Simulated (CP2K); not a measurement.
## MgB2 in CP2K: the effect of dispersion

MgB2:

```
Mg B
1.0
     3.08500    0.00000    0.00000
    -1.54250    2.67169    0.00000
     0.00000    0.00000    3.52300
Mg B
1 2
Direct
  0.00000 0.00000 0.00000
  0.66667 0.33333 0.50000
  0.33333 0.66667 0.50000
```

Alike in all runs:

```yaml
Program: CP2K 2026.2
Task: single point
Functional: RPBE
Potentials_or_basis: POTENTIAL_UZH Mg GTH-PBE-q10, B GTH-PBE-q3; TZVP-MOLOPT-PBE-GTH basis
Density_cutoff: 19048 eV
k_mesh: 10 × 10 × 8
Occupations: fermi-dirac, width 0.05 eV
Spin: no spin polarisation
```

Task: One run gave: pressure -6.8 GPa. Which dispersion did it use?
A. D4
B. D3(BJ)
C. D3(BJ)+ATM
D. D3
E. none

Result: A.

| dispersion | pressure (GPa) |
| --- | --- |
| none | 1.8 |
| D3 | -2.6 |
| D3(BJ) | -20.4 |
| D4 | -6.8 |
| D3(BJ)+ATM | -19.8 |

Caveats: the potentials were made for another functional, which shifts forces and pressure; the basis of atomic orbitals isn't converged, which shifts pressures, moduli and gaps; pairwise dispersion overbinds metals, which lowers pressure and volume (some runs).
